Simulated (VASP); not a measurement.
Wanted: an ASE script for a VASP 6.6.1 run.

```yaml
Task: density of states
Functional: RPBE
Dispersion: D4
Potentials_or_basis: VASP PAW PBE potentials, release 64 (Pt, Se)
Cutoff: 520 eV
k_mesh: 8 × 8 × 5
Occupations: methfessel-paxton, width 0.005 eV
Spin: no spin polarisation
Hubbard_terms: Pt d U = 5.3 eV, J = 0.5 eV
LDAUTYPE: 1
Hund's_J: 0.5
Further_INCAR_settings: ALGO = Normal; EDIFF = 1.00e-07; NBANDS = 18; MAXMIX = 10
```

The structure of PtSe2 (Sudovikovite) lies in POSCAR:

```
PtSe2
1.0
    3.6219207888      0.0000000000      0.0000000000
   -1.8109603944      3.1366754136      0.0000000000
    0.0000000000      0.0000000000      4.9232446383
Pt Se
1 2
Direct
    0.0000000000      0.0000000000      0.0000000000
    0.6666666667      0.3333333333      0.7500000000
    0.3333333333      0.6666666667      0.2500000000
```

The cell isn't the ideal one: volume scaled by 0.92.

The input as run:

run.py

```python
from ase.calculators.vasp import Vasp
from ase.dft.dos import DOS
from ase.io import read

atoms = read('POSCAR')
calc = Vasp(
    directory='calc',
    xc='rpbe',
    pp='PBE',
    setups='materialsproject',
    prec='Accurate',
    encut=520,
    ediff=1e-07,
    ismear=1,
    sigma=0.005,
    lreal=False,
    lasph=True,
    nelm=60,
    algo='Normal',
    isif=2,
    lwave=False,
    lcharg=False,
    lmaxmix=4,
    ldautype=1,
    ldauprint=1,
    ivdw=13,
    lorbit=11,
    maxmix=10,
    ldau_luj={'Pt': {'L': 2, 'U': 5.3, 'J': 0.5}},
    kpts=[8, 8, 5],
    gamma=True,
    nbands=18,
)
atoms.calc = calc

print('energy (eV):', atoms.get_potential_energy())
print('free energy (eV):', atoms.get_potential_energy(force_consistent=True))
print('forces (eV/A):')
print(atoms.get_forces())
print('stress (eV/A^3, Voigt):', atoms.get_stress())
print('Fermi level (eV):', calc.get_fermi_level())
dos = DOS(calc, width=0.1, window=(-10, 10), npts=301)
print('E - E_F (eV), DOS (1/eV)')
for e, g in zip(dos.get_energies(), dos.get_dos()):
    print(f'{e:8.3f} {g:10.4f}')
```

Potentials or basis: VASP PAW PBE potentials, release 64 (Pt, Se).

The run is started by

```sh
$ python run.py
```

It gave:

The pressure is 10.7 GPa, the largest force is 1.658 eV/Å and the band gap on the k mesh is none (metal or under the smearing width). The valence electrons inside the program's atomic spheres are Pt 10.06; Se 3.86. The dispersion energy per atom is -1.081 eV.

Caveat: the PAW data sets were made with another functional, which shifts forces and pressure a little; U without spin polarisation on a metal has little footing; pairwise dispersion overbinds metals, which lowers pressure and volume.

Wall time 28 s on 1 thread of Intel(R) Xeon(R) Platinum 8559C (Emerald Rapids), with other jobs on the host, peak memory 0.2 GiB.
